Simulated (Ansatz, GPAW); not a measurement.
Given: the input of a run of GPAW 26.7.0 (ASE script) on ZnO (zincite). 

File run.py:

```python
from ase import Atoms
from ase.dft.bandgap import bandgap
from ase.io import write
from ase.units import GPa
from gpaw import GPAW, PW

atoms = Atoms(['Zn', 'Zn', 'O', 'O'],
              cell=[[3.249308, 0.0, 0.0],
                    [-1.624654, 2.8139832727, 0.0],
                    [0.0, 0.0, 5.205709]],
              scaled_positions=[[0.6666666667, 0.3333333333, 0.0],
                                [0.3333333333, 0.6666666667, 0.5],
                                [0.3333333333, 0.6666666667, 0.87901],
                                [0.6666666667, 0.3333333333, 0.37901]],
              pbc=True)

calc = GPAW(mode=PW(800),
            xc='PBE',
            kpts={'size': (9, 9, 5), 'gamma': True},
            occupations={'name': 'methfessel-paxton', 'order': 0, 'width': 0.012},
            nbands=31,
            convergence={'density': 1e-05, 'energy': 1e-05},
            maxiter=150,
            txt='gpaw.txt')
atoms.calc = calc
energy = atoms.get_potential_energy()
forces = atoms.get_forces()
stress = atoms.get_stress()
calc.write('gs.gpw')
write('result.traj', atoms)
print(f'Energy: {energy:.6f} eV')
print('Forces (eV/A):')
print(forces.round(4))
print('Stress (GPa):', (stress / GPa).round(3))
print('Fermi level:', round(calc.get_fermi_level(), 4), 'eV')
print(f'Gap: {bandgap(calc)[0]:.4f} eV, direct: {bandgap(calc, direct=True)[0]:.4f} eV')
```

Potentials or basis: GPAW PAW data sets (gpaw-data 1.2.1), pw.

Run with:

```sh
$ OMP_NUM_THREADS=1 python run.py
```

Q: What does the same run look like in Ansatz 0.2.0? Potentials or basis there: Ansatz PAW, cutoff 420 eV.

A: As run (cutoffs and basis follow the program's own potentials, and thresholds, step limits or extra output files can differ):

Contents of input.yaml:

```yaml
crystal:
  lattice:
    - [3.249308, 0.0, 0.0]
    - [-1.624654, 2.8139832727, 0.0]
    - [0.0, 0.0, 5.205709]
  atoms:
    - { symbol: Zn, position: [0.6666666667, 0.3333333333, 0.0] }
    - { symbol: Zn, position: [0.3333333333, 0.6666666667, 0.5] }
    - { symbol: O, position: [0.3333333333, 0.6666666667, 0.87901] }
    - { symbol: O, position: [0.6666666667, 0.3333333333, 0.37901] }
hamiltonian:
  xc: pbe
  pseudopotentials: { kind: paw }
kpoints:
  mp_grid: { grid: [9, 9, 5] }
scf:
  occupations: { method: gaussian, width: 0.012 }
output:
  forces: true
  stress: true
  eigenvalues: true
  write_density: true
  write_potential: true
  elf: true
  volumetric_format: npy
```

Potentials or basis: Ansatz PAW.

The run is started by

```console
$ ansatz run input.yaml --threads 2 --pin off --max-ram 5632MiB --backend cpu --events-out ev --progress --plain --runs-dir out
```

Both were run:

|  | GPAW | Ansatz |
| --- | --- | --- |
| Pressure | 5.1 GPa | 4.9 GPa |
| Largest force | 0.073 eV/Å | 0.070 eV/Å |

Ansatz's pressure holds a Pulay term of +0.74 GPa for its cutoff of 420 eV, which the other run lacks.

Where Ansatz's input types no cutoff or centring, it takes its own default and a Γ-centred mesh.

Pressure is positive in compression.
